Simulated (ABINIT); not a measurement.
**PbSe (Clausthalite): single point with LDA**

The system is PbSe (Clausthalite).

```
Pb Se
1.0
     0.00000    3.01735    3.01735
     3.01735    0.00000    3.01735
     3.01735    3.01735    0.00000
Pb Se
1 1
Direct
  0.00000 0.00000 0.00000
  0.50000 0.50000 0.50000
```

The cell isn't the ideal one: cell relaxed.

```yaml
Program: ABINIT 10.8.3 (patched build)
Task: single point
Functional: LDA
Potentials_or_basis: PseudoDojo NC SR LDA v0.4.1 standard
Cutoff: 1170 eV
k_mesh: 6 × 6 × 6
Occupations: fermi-dirac, width 0.05 eV
Spin: no spin polarisation
```

```json
{
  "Pressure": "0.0 GPa",
  "Band gap on the k mesh": "0.05 eV, direct",
  "Valence electrons inside the program's atomic spheres": "Pb 10.06; Se 13.24"
}
```

Levels at points of the mesh, in eV from the valence-band top:
| k point | band 13 | band 14 | band 15 | band 16 | band 17 | band 18 |
| --- | --- | --- | --- | --- | --- | --- |
| (0.00, 0.00, 0.00) | -2.06 | -2.06 | -2.06 | 4.69 | 4.69 | 4.69 |
| (0.50, 0.00, 0.00) | -1.61 | -1.61 | 0.00 | 0.05 | 1.51 | 1.51 |
| (0.50, 0.50, 0.00) | -5.38 | -3.51 | -3.51 | 3.46 | 5.66 | 5.66 |

Wall time 16 s on 4 MPI ranks on Arm Neoverse V1, with other jobs on the host, peak memory 0.32 GiB a rank.

Caveat: spin-orbit coupling is left out, which as a rule narrows the gap of such compounds by several tenths of an eV. A k mesh can miss the band edges.
